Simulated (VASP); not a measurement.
Set up this calculation in VASP 6.6.1, as the native input.

```
Task                   : vibrations by finite differences
Functional             : PBEsol
Dispersion             : D3(BJ)
Potentials or basis    : VASP PAW PBE potentials, release 64 (P)
Cutoff                 : 520 eV
k mesh                 : 12 × 12 × 12
Occupations            : gaussian, width 0.02 eV
Spin                   : no spin polarisation
Further INCAR settings : ALGO = Normal; EDIFF = 0.05; IBRION = 6; POTIM = 0.015; NSW = 1
```

The structure of P lies in POSCAR:

```
P                                       
1.0
    1.6688203957      0.9634939077      2.7159496429
   -1.6688203957      0.9634939077      2.7159496429
    0.0000000000     -1.9269878035      2.7159496421
  P             
     2
Direct
     0.2440023813330016    0.2440023813330016    0.2440023813294118
     0.7559976186669984    0.7559976186669984    0.7559976186705883
```

This isn't the form of P at room conditions, which is orthorhombic.

One way to write it, as run:

INCAR

```
SYSTEM = P
ALGO     = Normal         ! electronic algorithm
EDIFF    = 0.05           ! SCF threshold, eV
ENCUT    = 520            ! plane-wave cutoff, eV
GGA      = PS             ! functional
IBRION   = 6              ! ionic algorithm
ISIF     = 2              ! what is computed and relaxed
ISMEAR   = 0              ! smearing method
IVDW     = 12             ! dispersion correction
LASPH    = .TRUE.         ! aspherical terms in the spheres
LCHARG   = .FALSE.        ! write CHGCAR
LREAL    = .FALSE.        ! projectors in reciprocal space
LWAVE    = .FALSE.        ! write WAVECAR
NELM     = 60             ! most SCF steps
NFREE    = 2            
NSW      = 1              ! ionic steps
POTIM    = 0.015          ! step
PREC     = Accurate       ! precision mode
SIGMA    = 0.02           ! smearing width, eV
```

KPOINTS

```
k-points
0
G
  12 12 12
  0 0 0
```

Potentials or basis: VASP PAW PBE potentials, release 64 (P).

Launch:

```sh
$ cat potpaw_PBE.64/P/POTCAR > POTCAR
$ mpirun -np 1 vasp_std > vasp.out
```

Results of the run:

The highest phonon frequency at Γ is 267 cm⁻¹. The dispersion energy per atom is -0.433 eV.

Run time: 44 s on 1 thread of Intel(R) Xeon(R) 6975P-C (Granite Rapids) (shared host), peak memory 0.4 GiB.
